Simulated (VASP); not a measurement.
Here is a VASP 6.6.1 calculation.

INCAR

```
PREC     = Accurate       # precision mode
ENCUT    = 600            # plane-wave cutoff, eV
EDIFF    = 1E-7           # SCF threshold, eV
ISMEAR   = 0              # smearing method
SIGMA    = 0.03           # smearing width, eV
LREAL    = F              # projectors in reciprocal space
LASPH    = T              # aspherical terms in the spheres
NELM     = 80             # most SCF steps
ALGO     = Normal         # electronic algorithm
ISIF     = 3              # what is computed and relaxed
LWAVE    = F              # write WAVECAR
LCHARG   = F              # write CHGCAR
GGA      = PE             # functional
IBRION   = 2              # ionic algorithm
NSW      = 90             # ionic steps
EDIFFG   = -0.005         # ionic threshold
```

Contents of KPOINTS:

```
regular mesh
0
Gamma
  14 14 14
```

POSCAR

```
BN                                      
1.0
   -0.0000000000      1.8122822379      1.8122822379
    1.8122822379      0.0000000000      1.8122822379
    1.8122822379      1.8122822379     -0.0000000000
  B               N             
     1     1
Direct
     0.0000000000000000    0.0000000000000000    0.0000000000000000
     0.2500000000000000    0.2500000000000000    0.2500000000000000
```

Potentials or basis: VASP PAW PBE potentials, release 64 (B, N).

Launch:

```sh
$ cat potpaw_PBE.64/B/POTCAR potpaw_PBE.64/N/POTCAR > POTCAR
$ mpirun -np 1 vasp_std > vasp.out
```

Task: Predict the band gap on the k mesh.

Result: 4.45 eV, indirect (least direct gap 8.78 eV).

Final structure:
```
CELL_PARAMETERS angstrom
0.00000 1.81228 1.81228
1.81228 0.00000 1.81228
1.81228 1.81228 0.00000
ATOMIC_POSITIONS crystal
B 0.00000 0.00000 0.00000
N 0.25000 0.25000 0.25000
```

Caveat: the relaxation stopped at its first step, so nothing moved. A k mesh can miss the band edges.
